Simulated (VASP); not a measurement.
# Si (Fd-3m) in VASP: a series of runs

Runs on Si. Level: r2SCAN. Tasks: single point, relaxation of cell and atoms.

All numbers are computed with VASP 6.6.1; they aren't measurements. Logs are shortened: lines on timing, memory, paths and dates and some standing lists are left out, and cuts for length are marked.

## (1) Starting point

The structure is cubic, space group Fd-3m (No. 227). Conventional cell: a = 5.444 Å, b = 5.444 Å, c = 5.444 Å, α = 90.00°, β = 90.00°, γ = 90.00°. Si (site symmetry -43m) is surrounded by 4 Si at 2.36 Å.

## (2) Single point, r2SCAN

Contents of POSCAR:

```
Si
1.0
    0.0000000000      2.7221053412      2.7221053412
    2.7221053412      0.0000000000      2.7221053412
    2.7221053412      2.7221053412      0.0000000000
Si
2
Direct
    0.5000000000      0.5000000000      0.5000000000
    0.7500000000      0.7500000000      0.7500000000
```

Contents of INCAR.step1:

```
SYSTEM = Si
ALGO = Normal
EDIFF = 1E-4
ENCUT = 520
GGA = PE
ISMEAR = 0
LASPH = .True.
LCHARG = .False.
LREAL = .False.
LWAVE = .True.
NBANDS = 11
NELM = 100
PREC = Accurate
SIGMA = 0.02
```

Contents of INCAR.step2:

```
SYSTEM = Si
ALGO = Normal
EDIFF = 1E-6
ENCUT = 520
ISIF = 2
ISMEAR = 0
ISTART = 1
LASPH = .True.
LCHARG = .True.
LELF = .True.
LMIXTAU = .True.
LREAL = .False.
LVHAR = .True.
LWAVE = .False.
METAGGA = R2SCAN
NBANDS = 11
NELM = 100
PREC = Accurate
SIGMA = 0.02
```

Contents of KPOINTS:

```
k-points
0
Gamma
  10 10 10
  0 0 0
```

Potentials or basis: VASP PAW PBE potentials, release 64 (Si).

On the command line:

```sh
> cat potpaw_PBE.64/Si/POTCAR > POTCAR
> cp INCAR.step1 INCAR
> mpirun -np 1 vasp_std > vasp.out
> cp INCAR.step2 INCAR
> mpirun -np 1 vasp_std > vasp.out
```

OUTCAR:

```text
SYSTEM = Si
   EDIFF = 1E-6
   ENCUT = 520
   ISIF = 2
   ISMEAR = 0
   ISTART = 1
   LASPH = .True.
   LREAL = .False.
   METAGGA = R2SCAN
   NELM = 100
   PREC = Accurate

 ion  position               nearest neighbor table
   1  0.500  0.500  0.500-   2 2.36   2 2.36   2 2.36   2 2.36
   2  0.750  0.750  0.750-   1 2.36   1 2.36   1 2.36   1 2.36

  LATTYP: Found a face centered cubic cell.
 ALAT       =     5.4442106824

  Lattice vectors:

 A1 = (   0.0000000000,   2.7221053412,   2.7221053412)
 A2 = (   2.7221053412,   0.0000000000,   2.7221053412)
 A3 = (   2.7221053412,   2.7221053412,   0.0000000000)

Analysis of symmetry for initial positions (statically):
=====================================================================
 Subroutine PRICEL returns:
 Original cell was already a primitive cell.

 Routine SETGRP: Setting up the symmetry group for a
 face centered cubic supercell.

 Subroutine GETGRP returns: Found 48 space group operations
 (whereof 24 operations were pure point group operations)
 out of a pool of 48 trial point group operations.

The static configuration has the point symmetry T_d .
 The point group associated with its full space group is O_h .

Analysis of symmetry for dynamics (positions and initial velocities):
=====================================================================
 Subroutine PRICEL returns:
 Original cell was already a primitive cell.

 Routine SETGRP: Setting up the symmetry group for a
 face centered cubic supercell.

 Subroutine GETGRP returns: Found 48 space group operations
 (whereof 24 operations were pure point group operations)
 out of a pool of 48 trial point group operations.

The dynamic configuration has the point symmetry T_d .
 The point group associated with its full space group is O_h .

 Subroutine INISYM returns: Found 48 space group operations
 (whereof 24 operations are pure point group operations),
 and found     1 'primitive' translations

----------------------------------------------------------------------------------------

                                     Primitive cell

  volume of cell :      40.3408

  direct lattice vectors                    reciprocal lattice vectors
     0.000000000  2.722105341  2.722105341    -0.183681356  0.183681356  0.183681356
     2.722105341  0.000000000  2.722105341     0.183681356 -0.183681356  0.183681356
     2.722105341  2.722105341  0.000000000     0.183681356  0.183681356 -0.183681356

  length of vectors
     3.849638292  3.849638292  3.849638292     0.318145441  0.318145441  0.318145441

  position of ions in fractional coordinates (direct lattice)
     0.500000000  0.500000000  0.500000000
     0.750000000  0.750000000  0.750000000

  ion indices of the primitive-cell ions
   primitive index   ion index
                 1           1
                 2           2

----------------------------------------------------------------------------------------

 KPOINTS: k-points

Automatic generation of k-mesh.
 Grid dimensions read from file:
 generate k-points for:   10   10   10

 Generating k-lattice:

  Cartesian coordinates                     Fractional coordinates (reciprocal lattice)
    -0.018368136  0.018368136  0.018368136     0.100000000  0.000000000  0.000000000
     0.018368136 -0.018368136  0.018368136     0.000000000  0.100000000  0.000000000
     0.018368136  0.018368136 -0.018368136     0.000000000  0.000000000  0.100000000

  Length of vectors
     0.031814544  0.031814544  0.031814544

  Shift w.r.t. Gamma in fractional coordinates (k-lattice)
     0.000000000  0.000000000  0.000000000

 Subroutine IBZKPT returns following result:
 ===========================================

 Found     47 irreducible k-points:

 Following reciprocal coordinates:
            Coordinates               Weight
  0.000000  0.000000  0.000000      1.000000
  0.100000  0.000000  0.000000      8.000000
  0.200000  0.000000  0.000000      8.000000
  0.300000  0.000000  0.000000      8.000000
  0.400000  0.000000  0.000000      8.000000
  0.500000  0.000000  0.000000      4.000000
[... 16 lines left out ...]
  0.300000  0.300000  0.000000      6.000000
  0.400000  0.300000  0.000000     24.000000
 [... further k-points ...]
   k-points           NKPTS =     47   k-points in BZ     NKDIM =     47   number of bands    NBANDS=     11
   number of dos      NEDOS =    301   number of ions     NIONS =      2
   total plane-waves  NPLWV =  27000
   dimension x,y,z NGX =    30 NGY =   30 NGZ =   30
   dimension x,y,z NGXF=    60 NGYF=   60 NGZF=   60
   ions per type =               2
   NGX,Y,Z   is equivalent  to a cutoff of  12.96, 12.96, 12.96 a.u.
   NGXF,Y,Z  is equivalent  to a cutoff of  25.91, 25.91, 25.91 a.u.
 SYSTEM =  Si
   PREC   = accura    normal or accurate (medium, high low for compatibility)
   ISTART =      1    job   : 0-new  1-cont  2-samecut
   ICHARG =      0    charge: 1-file 2-atom 10-const
   ISPIN  =      1    spin polarized calculation?
   LNONCOLLINEAR =      F non collinear calculations
   LSORBIT =      F    spin-orbit coupling
   LASPH  =      T    aspherical Exc in radial PAW
   ENCUT  =  520.0 eV  38.22 Ry    6.18 a.u.   7.16  7.16  7.16*2*pi/ulx,y,z
   NELM   =    100;   NELMIN=  2; NELMDL=  0     # of ELM steps
   EDIFF  = 0.1E-05   stopping-criterion for ELM
   LREAL  =      F    real-space projection
   EDIFFG = 0.1E-04   stopping-criterion for IOM
   NSW    =      0    number of steps for IOM
   IBRION =     -1    ionic relax: 0-MD 1-quasi-New 2-CG
   NFREE  =      0    steps in history (QN), initial steepest desc. (CG)
   ISIF   =      2    stress and relaxation
   ISYM   =      2    0-nonsym 1-usesym 2-fastsym
   POTIM  = 0.5000    time-step for ionic-motion
   TEBEG  =    0.0;   TEEND  =   0.0 temperature during run
   PSTRESS=    0.0 pullay stress
   NELECT =       8.0000    total number of electrons
   NUPDOWN=      -1.0000    fix difference up-down
   EMIN   =  10.00;   EMAX   =-10.00  energy-range for DOS
   EFERMI =   0.00;   METHOD = LEGACY
   ISMEAR =     0;   SIGMA  =   0.02  broadening in eV -4-tet -1-fermi 0-gaus
   EFERMI_NEDOS =   21; number of points for ismear=-14 and -15
   IALGO  =     38    algorithm
   IMIX   =      4    mixing-type and parameters
     AMIX     =   0.40;   BMIX     =  1.00
     AMIX_MAG =   1.60;   BMIX_MAG =  1.00
  volume/ion in A,a.u.               =      20.17       136.12
  Fermi-wavevector in a.u.,A,eV,Ry     =   0.954677  1.804078 12.400467  0.911409
  Thomas-Fermi vector in A             =   2.083446
   LORBIT       =      0    0 simple, 1 ext, 2 COOP (PROOUT), +10 PAW based schemes
   METAGGA = R2SCAN    functional components
   LHFCALC =     F    Hartree Fock is set to
   AEXX    =    0.0000 exact exchange contribution
   IVDW    =     0    specifies the selected vdW correction
   LEPSILON=     F    determine dielectric tensor
   LRPA    =     F    only Hartree local field effects (RPA)
 non-spin polarized calculation
 Gauss-broadening in eV      SIGMA  =   0.02
  energy-cutoff  :      520.00
  volume of cell :       40.34
 maximum number of plane-waves:      1106
 NGX is ok and might be reduce to    30
   NGX = 15   NGY = 15   NGZ = 15

 number of electron       8.0000001 magnetization

 Free energy of the ion-electron system (eV)
  ---------------------------------------------------
  ext. energy  EPLUGINS =         0.00000000
  ---------------------------------------------------
  free energy    TOTEN  =       -17.54983585 eV

  energy without entropy =      -17.54983585  energy(sigma->0) =      -17.54983585

 E-fermi :   5.8010     XC(G=0):  -9.8253

 val. band max:        5.6622584721   @ k =   0.0000   0.0000   0.0000
 cond. band min:       6.4552437301   @ k =   0.4000   0.4000   0.0000
 fundamental gap:      0.7929852580
 Fermi energy:         5.8009976294

 k-point     1 :       0.0000    0.0000    0.0000
  band No.  band energies     occupation
      1      -6.8110      2.00000
      2       5.6623      2.00000
      3       5.6623      2.00000
      4       5.6623      2.00000
      5       8.4173      0.00000
      6       8.4173      0.00000
      7       8.4173      0.00000
      8       9.5595      0.00000
      9      13.7854      0.00000
     10      13.7854      0.00000
     11      14.3312      0.00000

 k-point     2 :       0.1000    0.0000    0.0000
  band No.  band energies     occupation
      1      -6.6740      2.00000
      2       4.4974      2.00000
      3       5.4544      2.00000
      4       5.4544      2.00000
      5       8.4991      0.00000
      6       8.7244      0.00000
      7       8.7244      0.00000
      8      10.4466      0.00000
      9      13.4344      0.00000
     10      13.4344      0.00000
     11      14.8693      0.00000

 k-point     3 :       0.2000    0.0000    0.0000
  band No.  band energies     occupation
      1      -6.2698      2.00000
      2       2.5640      2.00000
      3       5.0532      2.00000
      4       5.0532      2.00000
      5       8.1897      0.00000
      6       9.2621      0.00000
      7       9.2621      0.00000
      8      12.2564      0.00000
      9      13.1278      0.00000
     10      13.1278      0.00000
     11      15.5099      0.00000
[... 267 lines left out ...]
 k-point    23 :       0.3000    0.3000    0.0000
  band No.  band energies     occupation
      1      -5.1897      2.00000
      2       1.1021      2.00000
      3       3.3257      2.00000
      4       3.3257      2.00000
      5       6.7334      0.00000
      6       8.3693      0.00000
      7      12.7475      0.00000
      8      12.7475      0.00000
      9      15.4873      0.00000
     10      15.6240      0.00000
     11      18.9366      0.00000

 k-point    24 :       0.4000    0.3000    0.0000
  band No.  band energies     occupation
      1      -4.5484      2.00000
      2       0.0439      2.00000
      3       2.6902      2.00000
      4       3.1097      2.00000
      5       6.9305      0.00000
      6       8.1857      0.00000
      7      13.0973      0.00000
      8      13.1879      0.00000
      9      16.7066      0.00000
     10      17.1975      0.00000
     11      18.5886      0.00000

 [... further k-points ...]

------------------------ aborting loop because EDIFF is reached ----------------------------------------

  FORCE on cell =-STRESS in cart. coord.  units (eV):
  Direction    XX          YY          ZZ          XY          YZ          ZX
  --------------------------------------------------------------------------------------
  -------------------------------------------------------------------------------------
  Total       -0.0593533     -0.0593533     -0.0593533      0.0000000      0.0000000      0.0000000
  in kB       -2.3572775     -2.3572775     -2.3572775      0.0000000      0.0000000      0.0000000
  external PRESSURE =      -2.3572775 kB  Pullay stress =       0.0000000 kB

 VOLUME and BASIS-vectors are now :
 -----------------------------------------------------------------------------
  energy-cutoff  :      520.00
  volume of cell :       40.34
      direct lattice vectors                 reciprocal lattice vectors
     0.000000000  2.722105341  2.722105341    -0.183681356  0.183681356  0.183681356
     2.722105341  0.000000000  2.722105341     0.183681356 -0.183681356  0.183681356
     2.722105341  2.722105341  0.000000000     0.183681356  0.183681356 -0.183681356

 POSITION                                       TOTAL-FORCE (eV/Angst)
 -----------------------------------------------------------------------------------
      2.72211      2.72211      2.72211        -0.000000     -0.000000     -0.000000
      4.08316      4.08316      4.08316         0.000000      0.000000      0.000000
 -----------------------------------------------------------------------------------
    total drift:                                0.000000     -0.000000     -0.000000

  FREE ENERGIE OF THE ION-ELECTRON SYSTEM (eV)
  ---------------------------------------------------
  free  energy   TOTEN  =       -17.5498358544 eV

  energy  without entropy=      -17.5498358544  energy(sigma->0) =      -17.54983585
```

It took 62 s on 1 thread of Intel Xeon Platinum 8375C at 2.90GHz (Ice Lake), shared host; peak memory 0.16 GiB.

Results:

```
Free energy            : -17.5498 eV
Pressure               : -0.2 GPa
Band gap on the k mesh : 0.79 eV, indirect (least direct gap 2.75 eV)
```

Levels at points of the mesh, in eV from the valence-band top:
```
           k point  band 1  band 2  band 3  band 4  band 5  band 6  band 7  band 8  band 9
(0.00, 0.00, 0.00)  -12.47    0.00    0.00    0.00    2.75    2.75    2.75    3.90    8.12
(0.50, 0.00, 0.00)  -10.04   -7.23   -1.27   -1.27    1.86    3.59    3.59    8.33   11.14
(0.50, 0.50, 0.00)   -8.13   -8.13   -2.99   -2.99    0.93    0.93   10.81   10.81   11.60
```

Caveat: the PAW data sets were made with another functional, which shifts forces and pressure a little. A k mesh can miss the band edges.

## (3) Relaxation of cell and atoms, r2SCAN

This run uses another cell than the first one, of 20.02 Å³/atom, 0.993 times its volume.

Contents of POSCAR:

```
Si
1.0
    0.0000000000      2.7154700000      2.7154700000
    2.7154700000      0.0000000000      2.7154700000
    2.7154700000      2.7154700000      0.0000000000
Si
2
Direct
    0.5000000000      0.5000000000      0.5000000000
    0.7500000000      0.7500000000      0.7500000000
```

Contents of INCAR.step1:

```
SYSTEM = Si
PREC = Accurate
ENCUT = 600
ISMEAR = 0
SIGMA = 0.02
LREAL = .FALSE.
LASPH = .TRUE.
NELM = 60
GGA = PE
ALGO = Normal
EDIFF = 1E-4
LWAVE = .TRUE.
LCHARG = .FALSE.
```

Contents of INCAR.step2:

```
SYSTEM = Si
PREC = Accurate
ENCUT = 600
EDIFF = 1E-7
ISMEAR = 0
SIGMA = 0.02
LREAL = .FALSE.
LASPH = .TRUE.
NELM = 60
ALGO = Normal
ISIF = 3
LWAVE = .FALSE.
LCHARG = .FALSE.
METAGGA = R2SCAN
LMIXTAU = .TRUE.
IBRION = 2
NSW = 100
EDIFFG = -0.005
ISTART = 1
```

Contents of KPOINTS:

```
regular mesh
0
G
  10 10 10
  0 0 0
```

Potentials or basis: VASP PAW PBE potentials, release 64 (Si).

On the command line:

```sh
> cat potpaw_PBE.64/Si/POTCAR > POTCAR
> cp INCAR.step1 INCAR
> mpirun -np 1 vasp_std > vasp.out
> cp INCAR.step2 INCAR
> mpirun -np 1 vasp_std > vasp.out
```

Wall time 97 s (1 thread of Intel Xeon Platinum 8375C at 2.90GHz (Ice Lake), shared host); peak memory 0.18 GiB.

The run converged. Its results:

| Quantity | Value |
| --- | --- |
| Free energy | -17.5496 eV |
| Relaxed volume | 20.12 Å³/atom |
| Relaxed cell | a = 3.846 Å, b = 3.846 Å, c = 3.846 Å, α = 60.00°, β = 60.00°, γ = 60.00° |
| Space group after relaxing (to 0.05 Å) | Fd-3m (No. 227) |
| Energy gained by relaxing | 0.1 meV/atom |
| Ionic steps | 3 |
| Pressure after relaxing | 0.0 GPa |
| Band gap on the k mesh | 0.79 eV, indirect (least direct gap 2.76 eV) |

Step by step:
```tsv
step	energy change (eV)	largest force (eV/Å)	pressure (GPa)	volume (Å³)
1	0.0000	0.0000	0.48	40.05
2	-0.0001	0.0000	-0.37	40.40
3	-0.0003	0.0000	0.01	40.24
```

Final structure:
```yaml
crystal:
  lattice:
    - [0.00000, 2.71985, 2.71985]
    - [2.71985, 0.00000, 2.71985]
    - [2.71985, 2.71985, 0.00000]
  atoms:
    - { symbol: Si, position: [0.50000, 0.50000, 0.50000] }
    - { symbol: Si, position: [0.75000, 0.75000, 0.75000] }
```

Levels at points of the mesh, in eV from the valence-band top:
```
           k point  band 1  band 2  band 3  band 4  band 5  band 6  band 7  band 8
(0.00, 0.00, 0.00)  -12.49    0.00    0.00    0.00    2.76    2.76    2.76    3.93
(0.50, 0.00, 0.00)  -10.05   -7.24   -1.27   -1.27    1.87    3.59    3.59    8.33
(0.50, 0.50, 0.00)   -8.14   -8.14   -3.00   -3.00    0.93    0.93   10.84   10.84
```

Caveat: the PAW data sets were made with another functional, which shifts forces and pressure a little. A k mesh can miss the band edges.

## (4) Single point, r2SCAN

This run uses another cell than the first one, of 20.02 Å³/atom, 0.993 times its volume.

POSCAR is that of step 3.

Contents of INCAR.step1:

```
SYSTEM = Si
PREC = Accurate
ENCUT = 520
ISMEAR = 0
SIGMA = 0.1
LREAL = .False.
LASPH = .True.
NELM = 100
NBANDS = 11
GGA = PE
ALGO = Normal
EDIFF = 1E-4
LWAVE = .True.
LCHARG = .False.
```

Contents of INCAR.step2:

```
SYSTEM = Si
PREC = Accurate
ENCUT = 520
EDIFF = 1E-6
ISMEAR = 0
SIGMA = 0.1
LREAL = .False.
LASPH = .True.
NELM = 100
ALGO = Normal
ISIF = 2
LWAVE = .False.
LCHARG = .False.
METAGGA = R2SCAN
LMIXTAU = .True.
NBANDS = 11
ISTART = 1
```

Contents of KPOINTS:

```
regular mesh
0
Gamma
  6 6 6
  0 0 0
```

On the command line:

```sh
> cat potpaw_PBE.64/Si/POTCAR > POTCAR
> cp INCAR.step1 INCAR
> mpirun -np 1 vasp_std > vasp.out
> cp INCAR.step2 INCAR
> mpirun -np 1 vasp_std > vasp.out
```

Run time: 27 s. Hardware: 1 thread of Intel Xeon Platinum 8375C at 2.90GHz (Ice Lake), shared host; peak memory 0.15 GiB.

The run converged. Its results:

* Free energy: -17.5286 eV
* Pressure: 0.6 GPa
* Band gap on the k mesh: 0.92 eV, indirect (least direct gap 2.76 eV)

Levels at points of the mesh, in eV from the valence-band top:
| k point | band 1 | band 2 | band 3 | band 4 | band 5 | band 6 | band 7 | band 8 |
| --- | --- | --- | --- | --- | --- | --- | --- | --- |
| (0.00, 0.00, 0.00) | -12.53 | 0.00 | 0.00 | 0.00 | 2.76 | 2.76 | 2.76 | 3.99 |
| (0.50, 0.00, 0.00) | -10.07 | -7.27 | -1.27 | -1.27 | 1.88 | 3.59 | 3.59 | 8.33 |
| (0.50, 0.50, 0.00) | -8.16 | -8.16 | -3.01 | -3.01 | 0.92 | 0.92 | 10.88 | 10.88 |

Caveat: the PAW data sets were made with another functional, which shifts forces and pressure a little.

## (5) The runs side by side

| task | cell | k mesh | cutoff (eV) | smearing | gap on the mesh (eV) | pressure (GPa) |
| --- | --- | --- | --- | --- | --- | --- |
| single point | Fd-3m, 20.17 Å³/atom | 10 × 10 × 10 | 520 | gaussian 0.02 eV | 0.79 | -0.2 |
| relaxation of cell and atoms | relaxed | 10 × 10 × 10 | 600 | gaussian 0.02 eV | 0.79 | 0.0 |
| single point | Fd-3m, 20.02 Å³/atom | 6 × 6 × 6 | 520 | gaussian 0.1 eV | 0.92 | 0.6 |

Alike in all rows: level r2SCAN; potentials or basis VASP PAW PBE potentials, release 64 (Si); no spin polarisation.

Caveats: the PAW data sets were made with another functional, which shifts forces and pressure a little.

Total energies depend on the potentials used, so only differences within one code and one set of settings carry meaning.
